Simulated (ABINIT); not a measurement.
A calculation with ABINIT 10.8.3 (patched build) of MgS (native input, structure from a POSCAR):

The input run.abi:

```
# Pseudopotentials
pp_dirpath "./"
pseudos "S.GGA_PBE-JTH.xml, Mg.GGA_PBE-JTH.xml"

# Structure
structure "poscar:POSCAR"
natom 4

# Plane-wave basis
ecut 20.0
pawecutdg 40.0

# k points
kptopt 1
ngkpt 8 8 4
nshiftk 1
shiftk 0.0 0.0 0.0

# Exchange and correlation
ixc 11

# Bands and occupations
nband 20
occopt 3
tsmear 0.05 eV

# SCF cycle
nstep 100
tolvrs 1.0e-9

# Output
iomode 3
prtwf 0
prtden 0
prteig 0
prtebands 0
```

POSCAR

```
MgS
1.0
    4.0346224068      0.0000000000      0.0000000000
   -2.0173112034      3.4940854990      0.0000000000
    0.0000000000      0.0000000000      6.4322941800
S Mg
2 2
Direct
    0.6666666667      0.3333333333      0.8792441500  S
    0.3333333333      0.6666666667      0.3792441500  S
    0.3333333333      0.6666666667      0.9957548500  Mg
    0.6666666667      0.3333333333      0.4957548500  Mg
```

Potentials or basis: JTH PAW PBE v2.0.

Run with:

```sh
$ abinit run.abi > log 2>&1
```

The cell comes from a database or a generator and needn't be the stable form of this composition.

Q: Write the same calculation in another form: ASE script, structure from a P1 CIF.

A: As run:

Contents of run.py:

```python
import json, os
import numpy as np
from ase.units import GPa
from ase.calculators.abinit import Abinit, AbinitProfile
from ase.io import read

atoms = read('MgS.cif')

profile = AbinitProfile(command='abinit', pp_paths=[os.path.abspath('pseudos')])
params = dict(
    pps='pawxml', xc='PBE',
    ecut=544.2277,
    pawecutdg=1088.4554,
    kptopt=1,
    ngkpt=[8, 8, 4],
    nshiftk=1,
    shiftk=[0.0, 0.0, 0.0],
    ixc=11,
    nband=20,
    occopt=3,
    tsmear=0.05,
    nstep=100,
    tolvrs=1e-09,
    prtwf=0,
    prtden=0,
)

atoms.calc = Abinit(profile=profile, directory='run', **params)
energy = atoms.get_potential_energy()
forces = atoms.get_forces()
stress = atoms.get_stress()
print(f'energy {energy:.6f} eV')
print('forces (eV/A)')
print(np.round(forces, 5))
print('stress (GPa, Voigt, tension positive)', np.round(stress / GPa, 4))
json.dump(dict(energy=energy, forces=forces.tolist(), stress=stress.tolist(), cell=atoms.cell.tolist(), frac=atoms.get_scaled_positions(wrap=False).tolist()), open('results.json', 'w'))
```

Contents of MgS.cif:

```cif
data_MgS
_cell_length_a 4.03462241
_cell_length_b 4.03462241
_cell_length_c 6.43229418
_cell_angle_alpha 90.00000000
_cell_angle_beta 90.00000000
_cell_angle_gamma 120.00000000
_space_group_name_H-M_alt 'P1'
_space_group_name_Hall 'P 1'
_space_group_IT_number 1
loop_
_space_group_symop_operation_xyz
'x,y,z'
loop_
_atom_site_label
_atom_site_type_symbol
_atom_site_symmetry_multiplicity
_atom_site_Wyckoff_symbol
_atom_site_fract_x
_atom_site_fract_y
_atom_site_fract_z
_atom_site_occupancy
S1 S 1 a 0.6666666667 0.3333333333 0.8792441500 1
S2 S 1 a 0.3333333333 0.6666666667 0.3792441500 1
Mg1 Mg 1 a 0.3333333333 0.6666666667 0.9957548500 1
Mg2 Mg 1 a 0.6666666667 0.3333333333 0.4957548500 1
```

Potentials or basis: JTH PAW PBE v2.0.

Run with:

```sh
$ python run.py
```

Both were run:

|  | native input, structure from a POSCAR | ASE script, structure from a P1 CIF |
| --- | --- | --- |
| Pressure | 0.9 GPa | 0.9 GPa |
| Largest force | 0.051 eV/Å | 0.051 eV/Å |
| Band gap on the k mesh | 3.43 eV, direct | 3.43 eV, direct |
| Valence electrons inside the program's atomic spheres | S 3.64; Mg 8.22 | S 3.64; Mg 8.22 |

Keys that steer only the numerical path or the files written may differ.
